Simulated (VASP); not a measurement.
# Sb in VASP: relaxation of the atoms with PBE

Aim: the relaxation of the atoms of Sb with PBE.

Everything below comes from runs of VASP 6.6.1. Logs are shortened: lines on timing, memory, paths and dates and some standing lists are left out, and cuts for length are marked.

## Step 1: The structure

The cell holds a sheet with vacuum, 2 atoms: a = 3.133 Å, b = 3.133 Å, c = 31.360 Å, α = 90.00°, β = 90.00°, γ = 90.00°.

The cell was built by a generator and needn't be a form met in nature.

## Step 2: Relaxation of the atoms, PBE

Contents of INCAR:

```
SYSTEM = Sb
PREC     = Accurate       ! precision mode
ENCUT    = 600            ! plane-wave cutoff, eV
EDIFF    = 1E-6           ! SCF threshold, eV
ISMEAR   = -1             ! smearing method
SIGMA    = 0.05           ! smearing width, eV
LREAL    = .FALSE.        ! projectors in reciprocal space
LASPH    = .TRUE.         ! aspherical terms in the spheres
NELM     = 100            ! most SCF steps
ALGO     = Normal         ! electronic algorithm
ISIF     = 2              ! what is computed and relaxed
LWAVE    = .FALSE.        ! write WAVECAR
LCHARG   = .FALSE.        ! write CHGCAR
LDIPOL   = .TRUE.       
IDIPOL   = 3            
DIPOL    = 0.5 0.5 0.287
GGA      = PE             ! functional
IBRION   = 2              ! ionic algorithm
NSW      = 40             ! ionic steps
EDIFFG   = -0.02          ! ionic threshold
```

Contents of KPOINTS:

```
Automatic mesh
0
G
  9 9 1
  0 0 0
```

Contents of POSCAR:

```
Sb
1.0
    3.1333400000      0.0000000000      0.0000000000
    0.0000000000      3.1333400000      0.0000000000
    0.0000000000      0.0000000000     31.3600000000
Sb
2
Selective dynamics
Direct
    0.0000000000      0.0000000000      0.2420100000  F F F
    0.0000000000      0.0000000000      0.3319700000  T T T
```

Potentials or basis: VASP PAW PBE potentials, release 54 (Sb).

Launch:

```sh
$ cat potpaw_PBE.54/Sb/POTCAR > POTCAR
$ mpirun -np 1 vasp_std > vasp.out
```

OUTCAR:

```text
SYSTEM = Sb
   PREC = Accurate
   ENCUT = 600
   EDIFF = 1E-6
   ISMEAR = -1
   LREAL = .FALSE.
   LASPH = .TRUE.
   NELM = 100
   ISIF = 2
   GGA = PE
   IBRION = 2
   NSW = 40
   EDIFFG = -0.02

 ion  position               nearest neighbor table
   1  0.000  0.000  0.242-   2 2.82
   2  0.000  0.000  0.332-   1 2.82

  LATTYP: Found a simple tetragonal cell.
 ALAT       =     3.1333400000
 C/A-ratio  =    10.0084893436

  Lattice vectors:

 A1 = (   3.1333400000,   0.0000000000,   0.0000000000)
 A2 = (   0.0000000000,   3.1333400000,   0.0000000000)
 A3 = (   0.0000000000,   0.0000000000,  31.3600000000)

Analysis of symmetry for initial positions (statically):
=====================================================================
 Subroutine PRICEL returns:
 Original cell was already a primitive cell.

 Routine SETGRP: Setting up the symmetry group for a
 simple tetragonal supercell.

 Subroutine GETGRP returns: Found 16 space group operations
 (whereof  8 operations were pure point group operations)
 out of a pool of 16 trial point group operations.

The static configuration has the point symmetry C_4v.
 The point group associated with its full space group is D_4h.

Analysis of symmetry for dynamics (positions and initial velocities):
=====================================================================
 Subroutine PRICEL returns:
 Original cell was already a primitive cell.

 Routine SETGRP: Setting up the symmetry group for a
 simple tetragonal supercell.

 Subroutine GETGRP returns: Found 16 space group operations
 (whereof  8 operations were pure point group operations)
 out of a pool of 16 trial point group operations.

The dynamic configuration has the point symmetry C_4v.
 The point group associated with its full space group is D_4h.

Analysis of constrained symmetry for selective dynamics:
=====================================================================
 Subroutine PRICEL returns:
 Original cell was already a primitive cell.

 Routine SETGRP: Setting up the symmetry group for a
 simple tetragonal supercell.

 Subroutine GETGRP returns: Found  8 space group operations
 (whereof  8 operations were pure point group operations)
 out of a pool of 16 trial point group operations.

The constrained configuration has the point symmetry C_4v.

 Subroutine INISYM returns: Found  8 space group operations
 (whereof  8 operations are pure point group operations),
 and found     1 'primitive' translations

----------------------------------------------------------------------------------------

                                     Primitive cell

  volume of cell :     307.8868

  direct lattice vectors                    reciprocal lattice vectors
     3.133340000  0.000000000  0.000000000     0.319148257  0.000000000  0.000000000
     0.000000000  3.133340000  0.000000000     0.000000000  0.319148257  0.000000000
     0.000000000  0.000000000 31.360000000     0.000000000  0.000000000  0.031887755

  length of vectors
     3.133340000  3.133340000 31.360000000     0.319148257  0.319148257  0.031887755

  position of ions in fractional coordinates (direct lattice)
     0.000000000  0.000000000  0.242010000
     0.000000000  0.000000000  0.331970000

  ion indices of the primitive-cell ions
   primitive index   ion index
                 1           1
                 2           2

----------------------------------------------------------------------------------------

 KPOINTS: Automatic mesh

Automatic generation of k-mesh.
 Grid dimensions read from file:
 generate k-points for:    9    9    1

 Generating k-lattice:

  Cartesian coordinates                     Fractional coordinates (reciprocal lattice)
     0.035460917  0.000000000  0.000000000     0.111111111  0.000000000  0.000000000
     0.000000000  0.035460917  0.000000000     0.000000000  0.111111111  0.000000000
     0.000000000  0.000000000  0.031887755     0.000000000  0.000000000  1.000000000

  Length of vectors
     0.035460917  0.035460917  0.031887755

  Shift w.r.t. Gamma in fractional coordinates (k-lattice)
     0.000000000  0.000000000  0.000000000

 Subroutine IBZKPT returns following result:
 ===========================================

 Found     15 irreducible k-points:

 Following reciprocal coordinates:
            Coordinates               Weight
  0.000000  0.000000  0.000000      1.000000
  0.111111  0.000000  0.000000      4.000000
  0.222222  0.000000  0.000000      4.000000
  0.333333  0.000000  0.000000      4.000000
  0.444444  0.000000  0.000000      4.000000
  0.111111  0.111111  0.000000      4.000000
  0.222222  0.111111  0.000000      8.000000
  0.333333  0.111111  0.000000      8.000000
  0.444444  0.111111  0.000000      8.000000
  0.222222  0.222222  0.000000      4.000000
  0.333333  0.222222  0.000000      8.000000
  0.444444  0.222222  0.000000      8.000000
  0.333333  0.333333  0.000000      4.000000
  0.444444  0.333333  0.000000      8.000000
  0.444444  0.444444  0.000000      4.000000
   k-points           NKPTS =     15   k-points in BZ     NKDIM =     15   number of bands    NBANDS=      9
   number of dos      NEDOS =    301   number of ions     NIONS =      2
   total plane-waves  NPLWV = 197568
   dimension x,y,z NGX =    28 NGY =   28 NGZ =  252
   dimension x,y,z NGXF=    56 NGYF=   56 NGZF=  504
   ions per type =               2
   NGX,Y,Z   is equivalent  to a cutoff of  14.86, 14.86, 13.36 a.u.
   NGXF,Y,Z  is equivalent  to a cutoff of  29.71, 29.71, 26.72 a.u.
 SYSTEM =  Sb
   PREC   = accura    normal or accurate (medium, high low for compatibility)
   ISTART =      0    job   : 0-new  1-cont  2-samecut
   ICHARG =      2    charge: 1-file 2-atom 10-const
   ISPIN  =      1    spin polarized calculation?
   LNONCOLLINEAR =      F non collinear calculations
   LSORBIT =      F    spin-orbit coupling
   LASPH  =      T    aspherical Exc in radial PAW
   ENCUT  =  600.0 eV  44.10 Ry    6.64 a.u.   6.26  6.26 62.63*2*pi/ulx,y,z
   NELM   =    100;   NELMIN=  2; NELMDL= -5     # of ELM steps
   EDIFF  = 0.1E-05   stopping-criterion for ELM
   LREAL  =      F    real-space projection
   EDIFFG = -.2E-01   stopping-criterion for IOM
   NSW    =     40    number of steps for IOM
   IBRION =      2    ionic relax: 0-MD 1-quasi-New 2-CG
   NFREE  =      1    steps in history (QN), initial steepest desc. (CG)
   ISIF   =      2    stress and relaxation
   ISYM   =      2    0-nonsym 1-usesym 2-fastsym
   POTIM  = 0.5000    time-step for ionic-motion
   TEBEG  =    0.0;   TEEND  =   0.0 temperature during run
   PSTRESS=    0.0 pullay stress
   NELECT =      10.0000    total number of electrons
   NUPDOWN=      -1.0000    fix difference up-down
   EMIN   =  10.00;   EMAX   =-10.00  energy-range for DOS
   EFERMI =   0.00;   METHOD = LEGACY
   ISMEAR =    -1;   SIGMA  =   0.05  broadening in eV -4-tet -1-fermi 0-gaus
   EFERMI_NEDOS =   21; number of points for ismear=-14 and -15
   IALGO  =     38    algorithm
   IMIX   =      4    mixing-type and parameters
     AMIX     =   0.40;   BMIX     =  1.00
     AMIX_MAG =   1.60;   BMIX_MAG =  1.00
  volume/ion in A,a.u.               =     153.94      1038.86
  Fermi-wavevector in a.u.,A,eV,Ry     =   0.522329  0.987059  3.712050  0.272828
  Thomas-Fermi vector in A             =   1.541083
   LORBIT       =      0    0 simple, 1 ext, 2 COOP (PROOUT), +10 PAW based schemes
   GGA     = PE    functional components
   LHFCALC =     F    Hartree Fock is set to
   AEXX    =    0.0000 exact exchange contribution
   IVDW    =     0    specifies the selected vdW correction
   LEPSILON=     F    determine dielectric tensor
   LRPA    =     F    only Hartree local field effects (RPA)
 conjugate gradient relaxation of ions
 non-spin polarized calculation
  energy-cutoff  :      600.00
  volume of cell :      307.89
 maximum number of plane-waves:     10322
 NGX is ok and might be reduce to    28
   NGX = 13   NGY = 13   NGZ =125

 dipolmoment           0.000000      0.000000     -0.000022 electrons x Angstroem

--------------------------------------- Ionic step        1  -------------------------------------------

 number of electron      10.0000000 magnetization

 Free energy of the ion-electron system (eV)
  ---------------------------------------------------
  ext. energy  EPLUGINS =         0.00000000
  ---------------------------------------------------
  free energy    TOTEN  =        -7.96022596 eV

  energy without entropy =       -7.94733145  energy(sigma->0) =       -7.95377870

------------------------ aborting loop because EDIFF is reached ----------------------------------------

  FORCE on cell =-STRESS in cart. coord.  units (eV):
  Direction    XX          YY          ZZ          XY          YZ          ZX
  --------------------------------------------------------------------------------------
  -------------------------------------------------------------------------------------
  Total        0.7384552      0.7384552      0.1469041      0.0000000     -0.0000000      0.0000000
  in kB        3.8427635      3.8427635      0.7644576      0.0000000     -0.0000000      0.0000000
  external PRESSURE =       2.8166615 kB  Pullay stress =       0.0000000 kB
[... 59 lines left out ...]
--------------------------------------- Ionic step        3  -------------------------------------------

 number of electron      10.0000000 magnetization

 dipolmoment           0.000000      0.000000      0.000113 electrons x Angstroem

 Free energy of the ion-electron system (eV)
  ---------------------------------------------------
  ext. energy  EPLUGINS =         0.00000000
  ---------------------------------------------------
  free energy    TOTEN  =        -7.96049304 eV

  energy without entropy =       -7.94821244  energy(sigma->0) =       -7.95435274

 E-fermi :  -1.5826     XC(G=0):  -2.2711

 val. band max:       -1.5920994672   @ k =   0.4444   0.3333   0.0000
 cond. band min:      -1.5725051693   @ k =   0.0000   0.0000   0.0000
 fundamental gap:      0.0195942979
 Fermi energy:        -1.5826317999

 k-point     1 :       0.0000    0.0000    0.0000
  band No.  band energies     occupation
      1     -13.8453      2.00000
      2     -11.8885      2.00000
      3      -5.7787      2.00000
      4      -1.5725      0.89908
      5       1.5581      0.00000
      6       1.5581      0.00000
      7       1.6002      0.00000
      8       2.0612      0.00000
      9       2.1573      0.00000
[... 157 lines left out ...]
 k-point    15 :       0.4444    0.4444    0.0000
  band No.  band energies     occupation
      1      -9.4739      2.00000
      2      -7.1737      2.00000
      3      -4.9068      2.00000
      4      -4.8244      2.00000
      5      -3.4108      2.00000
      6      -3.2321      2.00000
      7      -1.9531      1.99879
      8       1.1244      0.00000
      9       2.8142      0.00000

------------------------ aborting loop because EDIFF is reached ----------------------------------------

 vacuum level on the upper side and lower side of the slab       (xc-potential included)        -0.005        -0.008

  FORCE on cell =-STRESS in cart. coord.  units (eV):
  Direction    XX          YY          ZZ          XY          YZ          ZX
  --------------------------------------------------------------------------------------
  -------------------------------------------------------------------------------------
  Total        0.7096789      0.7096789     -0.0029031      0.0000000      0.0000000      0.0000000
  in kB        3.6930178      3.6930178     -0.0151071      0.0000000      0.0000000      0.0000000
  external PRESSURE =       2.4569762 kB  Pullay stress =       0.0000000 kB
[... 17 lines left out ...]
  FREE ENERGIE OF THE ION-ELECTRON SYSTEM (eV)
  ---------------------------------------------------
  free  energy   TOTEN  =        -7.9604930423 eV

  energy  without entropy=       -7.9482124412  energy(sigma->0) =       -7.95435274

 reached required accuracy - stopping structural energy minimisation

 vacuum level on the upper side and lower side of the slab         2.119         2.117
```

It took 2.1 min on 1 thread of Intel Xeon Platinum 8259CL at 2.50GHz (Skylake/Cascade Lake), shared host; peak memory 0.5 GiB.

What came out:

```yaml
Free_energy: -7.9605 eV
Energy_gained_by_relaxing: 0.1 meV/atom
Ionic_steps: 3
Band_gap_on_the_k_mesh: none (metal or under the smearing width)
```

The path:
| step | energy change (eV) | largest force (eV/Å) | pressure (GPa) |
| --- | --- | --- | --- |
| 1 | 0.0000 | 0.0529 | 0.28 |
| 2 | -0.0001 | 0.0399 | 0.27 |
| 3 | -0.0003 | 0.0004 | 0.25 |

Final structure:
```
Sb
1.0
     3.13334    0.00000    0.00000
     0.00000    3.13334    0.00000
     0.00000    0.00000   31.36000
Sb
2
Cartesian
  0.0000 0.0000 7.5894
  0.0000 0.0000 10.4208
```

Spin-orbit coupling is left out, which matters for the levels of Sb.

## Step 3: The reference run

An earlier run on the cell as given: functional PBE; potentials or basis VASP PAW PBE potentials, release 64 (Sb); cutoff 520 eV; k mesh 9 × 9 × 1; occupations fermi-dirac, width 0.05 eV; no spin polarisation.

- Largest force: 0.053 eV/Å
- Band gap on the k mesh: none (metal or under the smearing width)
